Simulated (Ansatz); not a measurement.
# PbTe (CsCl type): equation of state

How stiff is PbTe (CsCl type)? Energies and pressures are computed at volumes on both sides of the relaxed cell and fitted. The cell was built by placing the elements on the sites of a structure type; the runs don't test whether it is the stable form.

Computed with Ansatz 0.2.0 (DFT PBE, scalar-relativistic, plane waves, PAW, unless a step's input says otherwise).

2 further runs of the same task are left out: 2 that didn't finish.

## 1. Starting point

The structure is cubic, space group Pm-3m (No. 221). The conventional cell has a = 4.005 Å, b = 4.005 Å, c = 4.005 Å, α = 90.00°, β = 90.00°, γ = 90.00°. Pb (site symmetry m-3m) is surrounded by 8 Te at 3.47 Å. Around Te (site symmetry m-3m) lie 8 Pb at 3.47 Å.

Coordinates:

```
Pb Te
1.0
     4.00539    0.00000    0.00000
     0.00000    4.00539    0.00000
     0.00000    0.00000    4.00539
Pb Te
1 1
Direct
  0.00000 0.00000 0.00000
  0.50000 0.50000 0.50000
```

An earlier run at PBE left this cell at 32.130 Å³/atom and -0.05 GPa (8×8×8 mesh).

Volume factors to run: 0.980, 1.020, 0.960, 1.040, 1.070, 1.100, 0.945.

## 2. Volume × 0.980

File input.yaml:

```yaml
crystal:
  lattice:
    - [3.9785110976, 0.0, 0.0]
    - [0.0, 3.9785110976, 0.0]
    - [0.0, 0.0, 3.9785110976]
  atoms:
    - { symbol: Pb, position: [0.0, 0.0, 0.0] }
    - { symbol: Te, position: [0.5, 0.5, 0.5] }
basis:
  ecutwfc: 420
  ecutrho_ratio: 4
kpoints:
  mp_grid: { grid: [8, 8, 8] }
hamiltonian:
  xc: pbe
scf:
  occupations: { method: gaussian, width: 0.05 }
output:
  forces: true
  stress: true
  eigenvalues: true
```

The run is started by

```bash
ansatz run input.yaml --threads 2 --pin off --max-ram 2662MiB --backend cpu --events-out ev --progress --plain --runs-dir out
```

The runs that follow: At 1.020 of the relaxed volume; Volume × 0.960; Scaling the volume by 1.040; Scaling the volume by 1.070; Scaling the volume by 1.100; Volume × 0.945.

Before running it: what results should come out? Wanted: V0; B0; scatter of the fit.

**Answer**, as computed:

| quantity | value |
| --- | --- |
| V0 | 32.102 Å³/atom |
| B0 | 41 GPa |
| scatter of the fit | 0.095 meV/atom |

A third-order Birch–Murnaghan fit puts the minimum at 32.10 Å³/atom with a bulk modulus of 41 GPa. One per cent of compression takes about 0.41 GPa. These are values at 0 K without zero-point motion. Spin–orbit coupling is left out, though the cell holds Pb; in elements this heavy it can shift levels and gaps by tenths of an eV. No dispersion term is included, so distances between weakly bound layers or units are the least certain numbers.
